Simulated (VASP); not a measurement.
# Hf (Pm-3m) in VASP: reference runs

How does Hf come out in PBE? The cell is run as given.

All numbers are computed with VASP 6.6.1; they aren't measurements. Logs are shortened: lines on timing, memory, paths and dates and some standing lists are left out, and cuts for length are marked.

## Step 1: The crystal as given

Symmetry: Pm-3m, No. 221, cubic system. The conventional cell has a = 2.914 Å, b = 2.914 Å, c = 2.914 Å, α = 90.00°, β = 90.00°, γ = 90.00°. Hf (site symmetry m-3m) has 6 Hf at 2.91 Å as nearest neighbours.

The cell was built by a generator and needn't be a form met in nature.

## Step 2: Single point, PBE

Contents of INCAR:

```
SYSTEM = Hf
ALGO     = Normal         ! electronic algorithm
EDIFF    = 1E-7           ! SCF threshold, eV
ENCUT    = 520            ! plane-wave cutoff, eV
GGA      = PE             ! functional
ISIF     = 2              ! what is computed and relaxed
ISMEAR   = -1             ! smearing method
LASPH    = .True.         ! aspherical terms in the spheres
LCHARG   = .False.        ! write CHGCAR
LREAL    = .False.        ! projectors in reciprocal space
LWAVE    = .False.        ! write WAVECAR
NBANDS   = 11             ! bands
NELM     = 60             ! most SCF steps
PREC     = Accurate       ! precision mode
SIGMA    = 0.05           ! smearing width, eV
```

Contents of KPOINTS:

```
k-points
0
Gamma
  9 9 9
  0 0 0
```

Contents of POSCAR:

```
Hf
1.0
    2.9138100000      0.0000000000      0.0000000000
    0.0000000000      2.9138100000      0.0000000000
    0.0000000000      0.0000000000      2.9138100000
Hf
1
Direct
    0.5000000000      0.5000000000      0.5000000000
```

Potentials or basis: VASP PAW PBE potentials, release 64 (Hf_pv).

Started as:

```bash
cat potpaw_PBE.64/Hf_pv/POTCAR > POTCAR
mpirun -np 1 vasp_std > vasp.out
```

OUTCAR:

```text
SYSTEM = Hf
   EDIFF = 1E-7
   ENCUT = 520
   GGA = PE
   ISIF = 2
   ISMEAR = -1
   LASPH = .True.
   LREAL = .False.
   NELM = 60
   PREC = Accurate

 ion  position               nearest neighbor table
   1  0.500  0.500  0.500-

  LATTYP: Found a simple cubic cell.
 ALAT       =     2.9138100000

  Lattice vectors:

 A1 = (   2.9138100000,   0.0000000000,   0.0000000000)
 A2 = (   0.0000000000,   2.9138100000,   0.0000000000)
 A3 = (   0.0000000000,   0.0000000000,   2.9138100000)

Analysis of symmetry for initial positions (statically):
=====================================================================
 Subroutine PRICEL returns:
 Original cell was already a primitive cell.

 Routine SETGRP: Setting up the symmetry group for a
 simple cubic supercell.

 Subroutine GETGRP returns: Found 48 space group operations
 (whereof 48 operations were pure point group operations)
 out of a pool of 48 trial point group operations.

The static configuration has the point symmetry O_h .

Analysis of symmetry for dynamics (positions and initial velocities):
=====================================================================
 Subroutine PRICEL returns:
 Original cell was already a primitive cell.

 Routine SETGRP: Setting up the symmetry group for a
 simple cubic supercell.

 Subroutine GETGRP returns: Found 48 space group operations
 (whereof 48 operations were pure point group operations)
 out of a pool of 48 trial point group operations.

The dynamic configuration has the point symmetry O_h .

 Subroutine INISYM returns: Found 48 space group operations
 (whereof 48 operations are pure point group operations),
 and found     1 'primitive' translations

----------------------------------------------------------------------------------------

                                     Primitive cell

  volume of cell :      24.7391

  direct lattice vectors                    reciprocal lattice vectors
     2.913810000  0.000000000  0.000000000     0.343193276  0.000000000  0.000000000
     0.000000000  2.913810000  0.000000000     0.000000000  0.343193276  0.000000000
     0.000000000  0.000000000  2.913810000     0.000000000  0.000000000  0.343193276

  length of vectors
     2.913810000  2.913810000  2.913810000     0.343193276  0.343193276  0.343193276

  position of ions in fractional coordinates (direct lattice)
     0.500000000  0.500000000  0.500000000

  ion indices of the primitive-cell ions
   primitive index   ion index
                 1           1

----------------------------------------------------------------------------------------

 KPOINTS: k-points

Automatic generation of k-mesh.
 Grid dimensions read from file:
 generate k-points for:    9    9    9

 Generating k-lattice:

  Cartesian coordinates                     Fractional coordinates (reciprocal lattice)
     0.038132586  0.000000000  0.000000000     0.111111111  0.000000000  0.000000000
     0.000000000  0.038132586  0.000000000     0.000000000  0.111111111  0.000000000
     0.000000000  0.000000000  0.038132586     0.000000000  0.000000000  0.111111111

  Length of vectors
     0.038132586  0.038132586  0.038132586

  Shift w.r.t. Gamma in fractional coordinates (k-lattice)
     0.000000000  0.000000000  0.000000000

 Subroutine IBZKPT returns following result:
 ===========================================

 Found     35 irreducible k-points:

 Following reciprocal coordinates:
            Coordinates               Weight
  0.000000  0.000000  0.000000      1.000000
  0.111111  0.000000  0.000000      6.000000
  0.222222  0.000000  0.000000      6.000000
  0.333333  0.000000  0.000000      6.000000
  0.444444  0.000000  0.000000      6.000000
  0.111111  0.111111  0.000000     12.000000
[... 16 lines left out ...]
  0.333333  0.333333  0.111111     24.000000
  0.444444  0.333333  0.111111     48.000000
 [... further k-points ...]
   k-points           NKPTS =     35   k-points in BZ     NKDIM =     35   number of bands    NBANDS=     11
   number of dos      NEDOS =    301   number of ions     NIONS =      1
   total plane-waves  NPLWV =  13824
   dimension x,y,z NGX =    24 NGY =   24 NGZ =   24
   dimension x,y,z NGXF=    48 NGYF=   48 NGZF=   48
   ions per type =               1
   NGX,Y,Z   is equivalent  to a cutoff of  13.69, 13.69, 13.69 a.u.
   NGXF,Y,Z  is equivalent  to a cutoff of  27.39, 27.39, 27.39 a.u.
 SYSTEM =  Hf
   PREC   = accura    normal or accurate (medium, high low for compatibility)
   ISTART =      0    job   : 0-new  1-cont  2-samecut
   ICHARG =      2    charge: 1-file 2-atom 10-const
   ISPIN  =      1    spin polarized calculation?
   LNONCOLLINEAR =      F non collinear calculations
   LSORBIT =      F    spin-orbit coupling
   LASPH  =      T    aspherical Exc in radial PAW
   ENCUT  =  520.0 eV  38.22 Ry    6.18 a.u.   5.42  5.42  5.42*2*pi/ulx,y,z
   NELM   =     60;   NELMIN=  2; NELMDL= -5     # of ELM steps
   EDIFF  = 0.1E-06   stopping-criterion for ELM
   LREAL  =      F    real-space projection
   EDIFFG = 0.1E-05   stopping-criterion for IOM
   NSW    =      0    number of steps for IOM
   IBRION =     -1    ionic relax: 0-MD 1-quasi-New 2-CG
   NFREE  =      0    steps in history (QN), initial steepest desc. (CG)
   ISIF   =      2    stress and relaxation
   ISYM   =      2    0-nonsym 1-usesym 2-fastsym
   POTIM  = 0.5000    time-step for ionic-motion
   TEBEG  =    0.0;   TEEND  =   0.0 temperature during run
   PSTRESS=    0.0 pullay stress
   NELECT =      10.0000    total number of electrons
   NUPDOWN=      -1.0000    fix difference up-down
   EMIN   =  10.00;   EMAX   =-10.00  energy-range for DOS
   EFERMI =   0.00;   METHOD = LEGACY
   ISMEAR =    -1;   SIGMA  =   0.05  broadening in eV -4-tet -1-fermi 0-gaus
   EFERMI_NEDOS =   21; number of points for ismear=-14 and -15
   IALGO  =     38    algorithm
   IMIX   =      4    mixing-type and parameters
     AMIX     =   0.40;   BMIX     =  1.00
     AMIX_MAG =   1.60;   BMIX_MAG =  1.00
  volume/ion in A,a.u.               =      24.74       166.95
  Fermi-wavevector in a.u.,A,eV,Ry     =   1.210450  2.287419 19.935117  1.465190
  Thomas-Fermi vector in A             =   2.345997
   LORBIT       =      0    0 simple, 1 ext, 2 COOP (PROOUT), +10 PAW based schemes
   GGA     = PE    functional components
   LHFCALC =     F    Hartree Fock is set to
   AEXX    =    0.0000 exact exchange contribution
   IVDW    =     0    specifies the selected vdW correction
   LEPSILON=     F    determine dielectric tensor
   LRPA    =     F    only Hartree local field effects (RPA)
 non-spin polarized calculation
  energy-cutoff  :      520.00
  volume of cell :       24.74
 maximum number of plane-waves:       691
 NGX is ok and might be reduce to    24
   NGX = 11   NGY = 11   NGZ = 11

 number of electron      10.0000004 magnetization

 Free energy of the ion-electron system (eV)
  ---------------------------------------------------
  ext. energy  EPLUGINS =         0.00000000
  ---------------------------------------------------
  free energy    TOTEN  =        -8.86299964 eV

  energy without entropy =       -8.85006372  energy(sigma->0) =       -8.85653168

 E-fermi :   3.7540     XC(G=0): -10.7336

 val. band max:        3.7228968803   @ k =   0.2222   0.1111   0.1111
 cond. band min:       3.7541617248   @ k =   0.4444   0.3333   0.3333
 fundamental gap:      0.0312648445
 Fermi energy:         3.7539988312

 k-point     1 :       0.0000    0.0000    0.0000
  band No.  band energies     occupation
      1     -26.1370      2.00000
      2     -26.1370      2.00000
      3     -26.1370      2.00000
      4      -2.6664      2.00000
      5       2.4166      2.00000
      6       2.4166      2.00000
      7      10.3004      0.00000
      8      10.3004      0.00000
      9      10.3004      0.00000
     10      16.6581      0.00000
     11      16.6581      0.00000

 k-point     2 :       0.1111    0.0000    0.0000
  band No.  band energies     occupation
      1     -26.2520      2.00000
      2     -26.1274      2.00000
      3     -26.1274      2.00000
      4      -2.3482      2.00000
      5       2.5096      2.00000
      6       2.7098      2.00000
      7       9.6882      0.00000
      8       9.6882      0.00000
      9      10.3418      0.00000
     10      15.1724      0.00000
     11      16.9325      0.00000

 k-point     3 :       0.2222    0.0000    0.0000
  band No.  band energies     occupation
      1     -26.5343      2.00000
      2     -26.1030      2.00000
      3     -26.1030      2.00000
      4      -1.5096      2.00000
      5       2.7579      2.00000
      6       3.4318      1.99682
      7       8.5186      0.00000
      8       8.5186      0.00000
      9      10.4484      0.00000
     10      13.2019      0.00000
     11      16.9332      0.00000

 k-point     4 :       0.3333    0.0000    0.0000
  band No.  band energies     occupation
      1     -26.8411      2.00000
      2     -26.0751      2.00000
      3     -26.0751      2.00000
      4      -0.4191      2.00000
      5       3.0667      2.00000
      6       3.9667      0.02803
      7       7.5147      0.00000
      8       7.5147      0.00000
      9      10.5733      0.00000
     10      12.4389      0.00000
     11      16.9336      0.00000
[... 239 lines left out ...]
 k-point    22 :       0.4444    0.2222    0.1111
  band No.  band energies     occupation
      1     -26.9692      2.00000
      2     -26.4244      2.00000
      3     -26.1316      2.00000
      4       1.9072      2.00000
      5       2.8698      2.00000
      6       4.7768      0.00000
      7       5.8201      0.00000
      8       8.5270      0.00000
      9       8.6886      0.00000
     10      13.5123      0.00000
     11      16.9237      0.00000

 k-point    23 :       0.3333    0.3333    0.1111
  band No.  band energies     occupation
      1     -26.7518      2.00000
      2     -26.7318      2.00000
      3     -26.1223      2.00000
      4       1.4820      2.00000
      5       3.2338      1.99994
      6       5.8274      0.00000
      7       6.1943      0.00000
      8       7.8477      0.00000
      9       7.9850      0.00000
     10      14.4249      0.00000
     11      15.8004      0.00000

 k-point    24 :       0.4444    0.3333    0.1111
  band No.  band energies     occupation
      1     -26.9277      2.00000
      2     -26.7162      2.00000
      3     -26.1036      2.00000
      4       1.6583      2.00000
      5       3.1972      1.99997
      6       5.8690      0.00000
      7       6.0744      0.00000
      8       8.0834      0.00000
      9       9.1895      0.00000
     10      13.4838      0.00000
     11      16.5321      0.00000

 [... further k-points ...]

------------------------ aborting loop because EDIFF is reached ----------------------------------------

  FORCE on cell =-STRESS in cart. coord.  units (eV):
  Direction    XX          YY          ZZ          XY          YZ          ZX
  --------------------------------------------------------------------------------------
  -------------------------------------------------------------------------------------
  Total       -0.0258923     -0.0258923     -0.0258923      0.0000000      0.0000000     -0.0000000
  in kB       -1.6768634     -1.6768634     -1.6768634      0.0000000      0.0000000     -0.0000000
  external PRESSURE =      -1.6768634 kB  Pullay stress =       0.0000000 kB

 VOLUME and BASIS-vectors are now :
 -----------------------------------------------------------------------------
  energy-cutoff  :      520.00
  volume of cell :       24.74
      direct lattice vectors                 reciprocal lattice vectors
     2.913810000  0.000000000  0.000000000     0.343193276  0.000000000  0.000000000
     0.000000000  2.913810000  0.000000000     0.000000000  0.343193276  0.000000000
     0.000000000  0.000000000  2.913810000     0.000000000  0.000000000  0.343193276

 POSITION                                       TOTAL-FORCE (eV/Angst)
 -----------------------------------------------------------------------------------
      1.45690      1.45690      1.45690         0.000000      0.000000      0.000000
 -----------------------------------------------------------------------------------
    total drift:                                0.000000     -0.000000     -0.000000

  FREE ENERGIE OF THE ION-ELECTRON SYSTEM (eV)
  ---------------------------------------------------
  free  energy   TOTEN  =        -8.8629996399 eV

  energy  without entropy=       -8.8500637176  energy(sigma->0) =       -8.85653168
```

Run time: 4.3 s. Hardware: 1 thread of Intel Xeon 6975P-C (Granite Rapids), shared host; peak memory 0.13 GiB.

Results:

| Property | Result |
| --- | --- |
| Free energy | -8.8630 eV |
| Pressure | -0.2 GPa |
| Band gap on the k mesh | none (metal or under the smearing width) |

Levels at points of the mesh, in eV from the Fermi level:
```tsv
k point	band 3	band 4	band 5	band 6	band 7	band 8
(0.00, 0.00, 0.00)	-29.89	-6.42	-1.34	-1.34	6.55	6.55
```

Spin-orbit coupling is left out, which matters for the levels of Hf.
